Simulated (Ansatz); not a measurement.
Reactions of CH$_{4}$Cl$_{2}$GeS (`[CH3][Ge]([SH])([Cl])[Cl]`).

Program: Ansatz. Geometries: PBE0-D4/def2-TZVP. ΔE: electronic, gas phase. CCSD(T)/CBS is the MP2 limit (def2-TZVPP, def2-QZVPP) plus CCSD(T) − MP2 in def2-TZVPP, frozen cores. This one scheme is used for every species. Functionals use def2-TZVPP. Elements past krypton have def2 core potentials. For Br, Ge, In, Sn, Zr outer-core shells are correlated without core-valence functions, which leaves a few kJ/mol of doubt a bond. Scalar relativity is left out up to krypton. One conformer a species, not always the lowest.

```tsv
reaction	CCSD(T)/CBS(def2) (kJ/mol)
`[CH3][Ge]([SH])([Cl])[Cl]` + `[SH][Sn][Cl]` → `[SH][Ge]([Cl])([Cl])[Cl]` + `[CH3][Sn][SH]`	102
`[CH3][Ge]([SH])([Cl])[Cl]` + `[NH2][GeH2][F]` → `[SH][GeH]([Cl])[Cl]` + `C[NH][GeH2][F]`	93
`[CH3][Ge]([SH])([Cl])[Cl]` + `[OH][Al]([OH])[SH]` → `[SH][Ge]([SH])([Cl])[Cl]` + `[CH3][Al]([OH])[OH]`	?
`[CH3][Ge]([SH])([Cl])[Cl]` + `O[Si]1(F)CO1` → `CO[Si]1(F)CO1` + `[SH][GeH]([Cl])[Cl]`	112
`[CH3][Ge]([SH])([Cl])[Cl]` + `COB(S)O[SiH3]` → `C[O][Ge]([SH])([Cl])[Cl]` + `CB(S)O[SiH3]`	?
`[CH3][Ge]([SH])([Cl])[Cl]` + `[Br][InH][Br]` → `[CH3][GeH]([Cl])[Cl]` + `[SH][In]([Br])[Br]`	-37
`[CH3][Ge]([SH])([Cl])[Cl]` + `[F][Zr]([F])([F])[Cl]` → `[CH3][Ge]([Cl])([Cl])[Cl]` + `[F][Zr]([F])([F])[SH]`	46
`[CH3][Ge]([SH])([Cl])[Cl]` + `C=CC` → `C=CCC` + `[SH][GeH]([Cl])[Cl]`	53
`[CH3][Ge]([SH])([Cl])[Cl]` + `[F][SnH]([SiH3])[Cl]` → `[CH3][Ge]([SiH3])([Cl])[Cl]` + `[F][SnH]([SH])[Cl]`	?
```

(1) Fill in the missing values. (Estimate.)

Largest T1 diagnostic: 0.018, for `[F][Zr]([F])([F])[SH]`.

Results:

(1) Computed: `[CH3][Ge]([SH])([Cl])[Cl]` + `[OH][Al]([OH])[SH]` → `[SH][Ge]([SH])([Cl])[Cl]` + `[CH3][Al]([OH])[OH]`: +65.4 kJ/mol; `[CH3][Ge]([SH])([Cl])[Cl]` + `COB(S)O[SiH3]` → `C[O][Ge]([SH])([Cl])[Cl]` + `CB(S)O[SiH3]`: +86.8 kJ/mol; `[CH3][Ge]([SH])([Cl])[Cl]` + `[F][SnH]([SiH3])[Cl]` → `[CH3][Ge]([SiH3])([Cl])[Cl]` + `[F][SnH]([SH])[Cl]`: -0.8 kJ/mol.
